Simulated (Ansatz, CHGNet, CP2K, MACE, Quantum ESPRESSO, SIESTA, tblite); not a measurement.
## Running fluorite-type CdF2, an end member of the CaF2–CdF2 series (96 atoms) with tblite

Wanted: tblite inputs and outputs for fluorite-type CdF2, an end member of the CaF2–CdF2 series (96 atoms), checked against a plane-wave reference.

Method: the method is named at each step, in tblite 0.8.0.

## (1) The starting structure

The cell holds 96 atoms: 32 Cd and 64 F. Its edges and angles: a = 10.780 Å, b = 10.780 Å, c = 10.780 Å, α = 90.0°, β = 90.0°, γ = 90.0°. It derives from CaF2 (fluorite-type), repeated 2×2×2. Fluorite-type CaF2, 2 x 2 x 2 conventional cells, 32 of 32 Ca sites given to Cd at random (x = 1.000), lattice by Vegard's rule (a = 5.39 Å); every coordinate displaced by a Gaussian of 0.09 Å. Then every atom was moved at random, 0.03 Å r.m.s. a Cartesian component.

The yardstick, on the same geometry:

- method: Kohn-Sham DFT, PBE, PAW, plane waves (Ansatz 0.2.0); cutoff 420 eV, Γ point, fermi-dirac smearing of 0.05 eV; PAW set soft_2
- r.m.s. force component: 0.9946 eV/Å
- longest force: 5.518 eV/Å
- pressure: 9.47 GPa
- gap (highest filled to lowest empty level): 2.107 eV
- SCF cycles: 9
- time: 15 s on 8 threads of Arm Neoverse V2, shared host
- CPU time: 1.9 min

## (2) GFN1-xTB

Method: GFN1-xTB tight binding, diagonalisation.

File run.py:

```python
import numpy as np
from ase.io import read
from tblite.ase import TBLite

atoms = read("structure.xyz")
atoms.calc = TBLite(method="GFN1-xTB", electronic_temperature=580, accuracy=1.0, max_iterations=250, mixer_damping=0.4, verbosity=1)
energy = atoms.get_potential_energy()
forces = atoms.get_forces()
print(f"energy {energy:.6f} eV")
print("forces (eV/A)")
for i, (a, f) in enumerate(zip(atoms, forces)):
    print(f"{i:4d} {a.symbol:2s} {f[0]:10.5f} {f[1]:10.5f} {f[2]:10.5f}")
stress = -atoms.get_stress(voigt=False) * 160.21766
print("stress (GPa, compression positive)")
for row in stress:
    print(" ".join(f"{x:10.4f}" for x in row))
print("charges (e)")
print(np.array2string(atoms.get_charges(), precision=4, suppress_small=True, max_line_width=110, threshold=100000))
```

File structure.xyz:

```xyz
96
Lattice="10.78000 0.00000 0.00000 0.00000 10.78000 0.00000 0.00000 0.00000 10.78000" Properties=species:S:1:pos:R:3 pbc="T T T"
Cd 10.73171 10.70993 10.75639
F 1.27042 1.33888 1.30664
F 3.95022 4.04638 3.98353
Cd 10.71446 2.58095 2.56812
F 1.47395 4.06956 4.03927
F 3.93556 1.36345 1.61732
Cd 2.68487 0.03741 2.63797
F 4.21972 1.44053 3.86377
F 1.32033 4.11106 1.41682
Cd 2.72788 2.62439 10.69710
F 3.92931 3.82485 1.34966
F 1.21631 1.22418 4.09090
Cd 0.05562 0.10381 5.39496
F 1.41229 1.37240 6.76078
F 3.83876 3.92457 9.52639
Cd 0.04484 2.64584 8.21382
F 1.26018 3.97739 9.43886
F 4.01264 1.21652 6.77448
Cd 2.72583 0.15146 8.09492
F 4.12227 1.30039 9.47573
F 1.40334 4.03603 6.67735
Cd 2.64983 2.71839 5.48271
F 3.98008 4.06632 6.79345
F 1.29511 1.18257 9.59345
Cd 0.02544 5.43129 10.76793
F 1.44571 6.80466 1.34319
F 3.90398 9.44468 4.11160
Cd 0.12181 8.00976 2.84366
F 1.32928 9.37698 3.85320
F 3.95507 6.55154 1.34782
Cd 2.65943 5.47365 2.61469
F 3.95012 6.79312 4.07667
F 1.37111 9.56887 1.20898
Cd 2.78113 8.16208 0.02350
F 3.94203 9.34130 1.22342
F 1.23064 6.96151 3.99550
Cd 0.02566 5.34009 5.27735
F 1.49486 6.70063 6.67670
F 4.04013 9.23609 9.47217
Cd 10.76383 8.01267 8.22234
F 1.42285 9.46484 9.28201
F 4.16173 6.87656 6.65643
Cd 2.67851 5.41965 7.95833
F 4.01275 6.88357 9.39596
F 1.47384 9.53221 6.66603
Cd 2.66676 8.15302 5.30009
F 4.00078 9.49869 6.88734
F 1.19949 6.57483 9.41892
Cd 5.37825 0.05196 10.72200
F 6.73825 1.37704 1.37564
F 9.40070 4.30068 3.95885
Cd 5.32791 2.61889 2.70643
F 6.68554 3.90484 4.05921
F 9.43757 1.33909 1.36248
Cd 8.00900 10.77968 2.56402
F 9.25970 1.36755 4.05867
[... 36 atom lines left out ...]
F 6.75313 9.50483 6.57666
Cd 8.14073 8.09179 5.23606
F 9.33634 9.44792 6.70225
F 6.83959 6.68252 9.40339
```

The run is started by

```console
> OMP_NUM_THREADS=1 python run.py > output.txt
```

Output:

```text
------------------------------------------------------------
  cycle        total energy    energy error   density error
------------------------------------------------------------
      1     -304.9451100143  -3.0457364E+02   8.7568188E-01
      2     -186.5886152765   1.1835649E+02   1.1141644E+00
      3     -343.0976445241  -1.5650903E+02   3.7719490E-01
      4     -353.1463285831  -1.0048684E+01   1.3070352E-01
      5     -353.9628302615  -8.1650168E-01   9.4609437E-02
      6     -354.5197316522  -5.5690139E-01   6.0879753E-02
      7     -354.5213434203  -1.6117681E-03   5.3871388E-02
      8     -354.6202561341  -9.8912714E-02   3.9855326E-02
      9     -354.6059709283   1.4285206E-02   3.9037103E-02
     10     -354.6568350601  -5.0864132E-02   3.1333015E-02
     11     -354.6890060667  -3.2171007E-02   2.5117042E-02
     12     -354.7184801061  -2.9474039E-02   1.7091460E-02
     13     -354.7204423734  -1.9622673E-03   1.5667292E-02
     14     -354.7398211976  -1.9378824E-02   7.3979555E-03
     15     -354.7418814810  -2.0602834E-03   5.2970936E-03
     16     -354.7429292254  -1.0477445E-03   3.3233629E-03
     17     -354.7435477207  -6.1849522E-04   1.6732043E-03
     18     -354.7433739531   1.7376758E-04   2.1361306E-03
     19     -354.7436629611  -2.8900805E-04   9.1471013E-04
     20     -354.7436561423   6.8188697E-06   9.9583565E-04
     21     -354.7437014221  -4.5279835E-05   6.0406644E-04
     22     -354.7437226348  -2.1212729E-05   2.0844128E-04
     23     -354.7437233539  -7.1912024E-07   1.7861099E-04
     24     -354.7437247376  -1.3836857E-06   9.4626738E-05
     25     -354.7437249415  -2.0388671E-07   7.3867146E-05
     26     -354.7437251892  -2.4768144E-07   4.8013943E-05
     27     -354.7437253211  -1.3193250E-07   2.4506915E-05
     28     -354.7437253588  -3.7648817E-08   1.0278654E-05
------------------------------------------------------------
 total:                                   3.066 sec
energy -9653.068450 eV
forces (eV/A)
   0 Cd    0.03491    0.09343    0.00303
   1 F     0.13353    0.18513    0.22464
   2 F     0.32857    0.10503    0.13746
   3 Cd    0.17894    0.26841    0.26780
   4 F    -0.38240   -0.04320   -0.03584
   5 F     0.07633   -0.32700   -1.06917
   6 Cd   -0.22420   -0.18923    0.15758
   7 F    -0.63287   -0.34653    1.18779
   8 F    -0.08440   -0.07200   -0.14718
   9 Cd   -0.24915    0.02047    0.26344
  10 F     0.24230    0.32062    0.04193
  11 F     0.31934    0.33836   -0.24530
  12 Cd   -0.35349   -0.39093    0.19320
  13 F    -0.14727    0.08892    0.17456
  14 F     0.45132    0.36490   -0.35797
  15 Cd   -0.04294   -0.02355   -0.19610
  16 F     0.08918   -0.04934   -0.01269
  17 F     0.09246    0.49357   -0.24147
  18 Cd   -0.21274   -0.34301    0.14340
  19 F    -0.11171   -0.04224    0.00224
  20 F    -0.21622    0.03001    0.18409
  21 Cd    0.15125   -0.08762   -0.38215
  22 F     0.11224   -0.14782    0.02431
  23 F     0.11774    0.26179   -0.33582
[...]
88 F     0.28872   -0.23797   -0.23045
  89 F     0.21746    0.02175    0.52189
  90 Cd   -0.09167   -0.24137   -0.23903
  91 F     0.03875   -0.45634   -0.03013
  92 F    -0.11268   -0.48430    0.44943
  93 Cd   -0.25234   -0.00208    0.47432
  94 F     0.23885   -0.12435    0.17523
  95 F    -0.31847    0.14822   -0.05673
stress (GPa, compression positive)
    8.3891     0.0922    -0.1509
    0.0922     8.5040    -0.1472
   -0.1509    -0.1472     8.3348
charges (e)
[ 0.29   -0.1342 -0.1381  0.2524 -0.1353 -0.1271  0.2754 -0.1316 -0.1332  0.2701 -0.1366 -0.13    0.2492
 -0.1276 -0.1428  0.2635 -0.1332 -0.1322  0.2868 -0.1298 -0.131   0.2591 -0.1229 -0.1341  0.2572 -0.1358
 -0.1359  0.2892 -0.1318 -0.1256  0.2692 -0.1379 -0.1418  0.2862 -0.1324 -0.1259  0.2594 -0.1338 -0.1329
  0.2521 -0.1401 -0.1319  0.2484 -0.1333 -0.1395  0.2741 -0.1334 -0.1293  0.2691 -0.1363 -0.1281  0.2973
 -0.1244 -0.1287  0.2581 -0.1302 -0.1402  0.2908 -0.1333 -0.136   0.2674 -0.1284 -0.1305  0.2784 -0.1387
 -0.1401  0.2505 -0.1356 -0.1206  0.2505 -0.1337 -0.1324  0.2217 -0.1207 -0.1307  0.2413 -0.1322 -0.1466
  0.281  -0.1265 -0.1296  0.2726 -0.1436 -0.1355  0.2372 -0.1407 -0.128   0.2578 -0.1298 -0.1304  0.2245
 -0.1144 -0.1289  0.297  -0.1386 -0.1231]
```

It took 3.5 s on 1 thread of Arm Neoverse V2, shared host; peak memory 0.11 GiB.

Banners, paths, timers and routine set-up lines are dropped from the logs unmarked, and long logs keep their key lines alone; longer cuts are marked.

Numbers from this run, and their distance from the reference:

```yaml
r_m_s_force_component: 0.3016 eV/Å
r_m_s_difference_of_force_components: 710.3 meV/Å
longest_difference_of_force_vectors: 4232 meV/Å
force_difference_over_r_m_s_force: 71.41 %
slope_of_forces_against_the_reference_s: 0.291
correlation_of_force_components: 0.9596
pressure: 8.409 GPa
pressure_difference: -1.06 GPa
```

Length of the force difference by element (eV/Å):

```csv
element,atoms,mean,most
Cd,32,1.3,4.2
F,64,0.91,3.5
```

A closer look about F8, which bears the longest force: 9 atoms, nearest first, numbered in the order of the input, with positions taken from that point.

```csv
atom,x,y,z,distance (Å),bonds,Mulliken charge (e),Fx,Fy,Fz (eV/Å)
F8,0.00,0.00,0.00,0.00,4,-0.13,-0.63,-0.35,1.19
Cd52,1.11,1.18,-1.16,1.99,8,0.30,0.30,0.62,-0.30
F6,-0.28,-0.08,-2.25,2.27,4,-0.13,0.08,-0.33,-1.07
Cd7,-1.53,-1.40,-1.23,2.41,8,0.28,-0.22,-0.19,0.16
Cd61,1.16,-1.44,1.55,2.42,8,0.27,-0.10,-0.15,-0.34
F60,2.43,-0.08,0.07,2.43,4,-0.14,0.29,-0.23,0.34
Cd22,-1.57,1.28,1.62,2.59,8,0.26,0.15,-0.09,-0.38
F3,-0.27,2.61,0.12,2.62,4,-0.14,0.33,0.11,0.14
F27,-0.32,-2.78,0.25,2.80,4,-0.14,0.38,0.24,-0.16
```

Atoms are counted from 1 here, from 0 in the log.

Forces lie 71 % from the reference's, at 0.031 times its CPU time (on 1 against 8 cores).

Further runs of this program without a result: tblite GFN2-xTB (not converged).

## (3) What came out

```
force difference from the reference : tblite GFN1-xTB, 71 %
its CPU time                        : 3.5 s
```

In words: Tight binding differs by 71 % (tblite GFN1-xTB); it is another model, with fitted parameters of its own, and the xTB methods hold dispersion. One electronic-structure run takes under half the reference's CPU time: tblite GFN1-xTB, at 71 % in 3.5 s against 1.9 min, too far off to be of use. Periodic xTB results under one method name differ between programs and library versions. The reference's pressure of 9.5 GPa belongs to a cell and atoms that aren't relaxed at this level. The electronic-structure runs sample only Γ, in a cell whose shortest periodic width is 11 Å.

[Also dropped from logs without a mark: logging warnings of Python, and SIESTA's first energy breakdown and zero terms.]

[Logs are printed without paths, hosts, clocks, repeated set-up lines and the standing remarks that a program may print on its own settings, such as how far it seeks lower states.]

[Hosts, paths, dates, database ids (printed as entryN), source tags and the programs' standing remarks are cut or masked in the printed files.]
